## Question

Twelve density functionals were each used to relax the cell of face-centred cubic platinum, with the crystal held nonmagnetic and without spin–orbit coupling.

All runs used VASP (releases of 2025 and 2026) with its recommended PAW potentials made for PBE, a plane-wave cutoff of 600 eV and Fermi–Dirac smearing of 0.05 eV.

| method | rung | k mesh | equilibrium volume (Å³/atom) |
| --- | --- | --- | --- |
| BLYP-D3 | GGA | 12x12x12 1-atom cell | 15.409 |
| BLYP-D3(BJ) | GGA | 12x12x12 1-atom cell | 15.461 |
| BLYP-D4 | GGA | 12x12x12 1-atom cell | 15.722 |
| optB86b-vdW | GGA | 12x12x12 1-atom cell | 15.411 |
| optB88-vdW | GGA | 12x12x12 1-atom cell | 15.772 |
| optPBE-vdW | GGA | 12x12x12 1-atom cell | 15.893 |
| rev-vdW-DF2 | GGA | 12x12x12 1-atom cell | 15.427 |
| vdW-DF | GGA | 12x12x12 1-atom cell | 16.391 |
| vdW-DF-cx | GGA | 12x12x12 1-atom cell | 15.186 |
| B3LYP | hybrid | 6x6x6 1-atom cell | 15.992 |
| HSE03 | hybrid | 6x6x6 1-atom cell | 15.024 |
| PBE0 | hybrid | 6x6x6 1-atom cell | 14.968 |

(a) Does the rung, GGA or hybrid, tell you what volume to expect? If not, what does?

(b) How closely can the tabulated volume for rev-vdW-DF2 be reproduced from the other vdW functionals alone?

(c) Which level would you choose for a lattice constant, which for the electrons that carry current, and what does the choice cost?

## Model answer

**(a)** The rung is a poor guide. The label GGA is itself loose: three of its rows are BLYP with an added dispersion correction, and six are functionals with nonlocal correlation built in. Equilibrium volumes spread over 1.2 Å³ per atom among the rows labelled GGA and over 1.0 Å³ among the hybrids. B3LYP, a hybrid, gives a larger volume than every GGA row except vdW-DF. The cause has to be sought inside the functionals.

Five rows make the search easy: vdW-DF-cx, optB86b-vdW, optB88-vdW, optPBE-vdW and vdW-DF. They share the same correlation, including the nonlocal part that describes dispersion, and differ only in exchange. Their volumes still run from 15.19 to 16.39 Å³, so exchange alone moves the lattice by that much.

Theory supplies the reason. In these functionals the exchange energy of a uniform electron gas is multiplied by an enhancement factor, which grows with the reduced gradient, a measure of how fast the density varies relative to its own size. When the crystal expands, the density in the outer parts of the atoms and between them thins out, and the reduced gradient there rises on average, though at the exact midpoint between two neighbours it stays zero by symmetry. A factor that climbs steeply then lowers the energy more on expansion, which acts as an outward push.

A weight on a spring shows how far such a push carries. The displacement is the force divided by the stiffness; here the force is the change in the slope of energy against volume, and the stiffness is set by the bulk modulus. The comparison holds for small shifts only, because a crystal softens as it expands. Within that limit the volume should rise in proportion to the extra push, and so roughly linearly with the steepness of the enhancement factor.

**(b)** I take the enhancement at a reduced gradient of 1 as a measure of the push and fit a straight line to the five rows. With g for the enhancement factor less 1, the line is

V ≈ 13.97 + 12.76 g (in Å³ per atom).

For rev-vdW-DF2, which was not in the fit, g is 0.109, so V ≈ 13.97 + 12.76 × 0.109 ≈ 15.36 Å³.

The calculation gives 15.43 Å³, and the line lies about 0.07 Å³ below it. That is close to the typical error of 0.08 Å³ when each of the five rows in turn is left out and predicted. The test isn't a pure one, since rev-vdW-DF2 also alters the nonlocal correlation. The table shows the effect: optB86b-vdW has exchange of the same form that climbs slightly faster, yet its cell is smaller by 0.02 Å³, which exchange alone would not give. The constants belong to platinum and to the chosen gradient; what carries over is the direction, that with correlation held fixed, steeper exchange gives a larger cell. The output printed after this text shows the fit and the other estimates.

**(c)** For a lattice constant, first decide what error matters. One per cent in length is about 0.47 Å³ in volume, and with a bulk modulus of roughly 280 GPa (a recalled value) it corresponds to a pressure of about 8 GPa. The measured volume, also recalled and rough, is near 15 Å³. Against this, vdW-DF and B3LYP are clearly too large, and optPBE-vdW, optB88-vdW and BLYP-D4 are too large as well, while the rows below 15.5 Å³ lie within about 1 % in length of the measured value, too close to rank against so rough a reference. Thermal expansion, left out here, would make every computed cell slightly larger.

Among the vdW functionals, those with slowly rising exchange are therefore the sound choice for this metal: vdW-DF-cx, optB86b-vdW and rev-vdW-DF2. PBE0 and HSE03 also give volumes near 15 Å³, but at a much higher price. Exact exchange couples pairs of k points, so going from the 6×6×6 mesh of the hybrids to the 12×12×12 mesh of the other rows multiplies the pairs by 64 before symmetry is used. The mesh error of the hybrids is untested, and PBE0 used a coarser grid for the exact exchange than HSE03, so the 0.06 Å³ between PBE0 and HSE03 should not be read as a difference between functionals.

For the electrons that carry current, a good volume is no recommendation. The smearing of the occupations adds an entropy term that counts the states near the Fermi level, and from it follows a rough density of states. It is about 1.9 to 2.0 states per eV in the GGA rows and 1.5 in HSE03, but only about 0.2 in PBE0 and B3LYP. HSE03 ran on the same mesh and keeps most of its states. The direction of the loss fits a known fault of unscreened exact exchange in a metal, which thins out the states at the Fermi level; HSE03 avoids it by cutting off the long-range part. The size of the loss may owe much to the coarse mesh, because the long-range part converges slowly with the number of k points. For conduction, then, avoid PBE0 and B3LYP; one of the cheaper rows labelled GGA is the safer start, with spin–orbit coupling added, since platinum is a heavy element. Spin was switched off in all rows, so whether a hybrid would wrongly turn the metal magnetic was not tested.

## Remarks on the reasoning

A tempting wrong answer to (a) is that more dispersion energy means a smaller crystal. The BLYP rows refute it. The D3(BJ) correction binds by 1.77 eV per atom and D3 by 1.45 eV. If both followed the plain inverse sixth power of distance, the extra energy would shrink the cell by about 0.36 Å³, yet BLYP-D3(BJ) comes out 0.05 Å³ larger.

The error lies in confusing an energy with its slope. At the distance between neighbours in a metal, dispersion corrections are damped, that is, weakened at short range so that they don't diverge. A damped curve can lie deep and still pull weakly, just as a constant added to the energy of a spring doesn't move the weight. D3 and D4 show the same from the other side: their energies, each taken at its own relaxed cell, differ by only 0.02 eV, their volumes by 0.31 Å³.

A second wrong answer blames exact exchange for the large volume of B3LYP. PBE0 contains more of it, 25 % against 20 %, and has the smallest volume of the table. The likelier culprit is the LYP correlation in B3LYP, which is known to fail for the uniform electron gas, the simplest model of a metal; these rows don't isolate its share.

The practical rule is to relax the platinum cell with the same functional that the later calculation will use. A cell taken from vdW-DF and used with vdW-DF-cx would be stretched by about 2.6 % in length (4.03 against 3.93 Å). At 8 GPa for each per cent, that is a tension of up to about 20 GPa (somewhat less, as the crystal softens on expansion), built in before any surface, film or adsorbate is studied.

Output of the analysis:

```
fit of V on 5 rows (fam == 1): constant 13.97 +/- 0.1, coefficient of G10 12.76 +/- 0.71; rms 0.0398, worst optB88-vdW 0.0634, leave-one-out rms 0.079
  rows outside the fit (model, value, miss): BLYP-D3 16.19, 15.41, 0.783; BLYP-D3(BJ) 16.19, 15.46, 0.731; BLYP-D4 16.19, 15.72, 0.47; rev-vdW-DF2 15.35, 15.43, -0.0721; B3LYP 16.19, 15.99, 0.2; HSE03 16.17, 15.02, 1.15; PBE0 16.17, 14.97, 1.2
Volumes and rough density of states:
          row  volume above PBE0 (A^3)  lattice constant (A)  length above PBE0 (%)  exchange enhancement less 1  states per eV at Fermi level (rough)
      BLYP-D3                    0.441                  3.95                 0.9726                       0.1742                                 1.874
  BLYP-D3(BJ)                    0.493                 3.955                  1.086                       0.1742                                 1.881
      BLYP-D4                    0.754                 3.977                  1.652                       0.1742                                 1.922
  optB86b-vdW                    0.443                  3.95                  0.977                       0.1124                                 1.911
   optB88-vdW                    0.804                 3.981                  1.759                       0.1462                                 1.944
   optPBE-vdW                    0.925                 3.991                  2.019                       0.1525                                 1.961
  rev-vdW-DF2                    0.459                 3.952                  1.012                       0.1086                                 1.913
       vdW-DF                    1.423                 4.032                  3.074                       0.1859                                 2.018
    vdW-DF-cx                    0.218                 3.931                 0.4831                        0.093                                 1.896
        B3LYP                    1.024                 3.999                   2.23                       0.1742                                0.2437
        HSE03                    0.056                 3.917                 0.1246                       0.1725                                 1.474
         PBE0                        0                 3.912                      0                       0.1725                                0.2456
Spread of volume among rows labelled GGA (A^3): 1.205
Spread of volume among hybrids (A^3): 1.024
Volume change that matches 1 % in lattice constant (A^3): 0.4666
Pressure that matches 1 % in lattice constant (GPa, rough): 8.4
Correlation of volume with enhancement at gradient 0.5, five vdW-DF rows: 0.954
Correlation of volume with enhancement at gradient 1.5, five vdW-DF rows: 0.9952
BLYP-D3(BJ) less BLYP-D3, computed volume (A^3): 0.052
BLYP-D3(BJ) less BLYP-D3, undamped sixth-power estimate (A^3): -0.3637
BLYP-D4 less BLYP-D3, computed volume (A^3): 0.313
BLYP-D4 less BLYP-D3, undamped sixth-power estimate (A^3): 0.01885
Largest volume shift from residual pressure (A^3, rough): 0.006001
Factor in k-point pairs from 6x6x6 to 12x12x12, no symmetry: 64
```
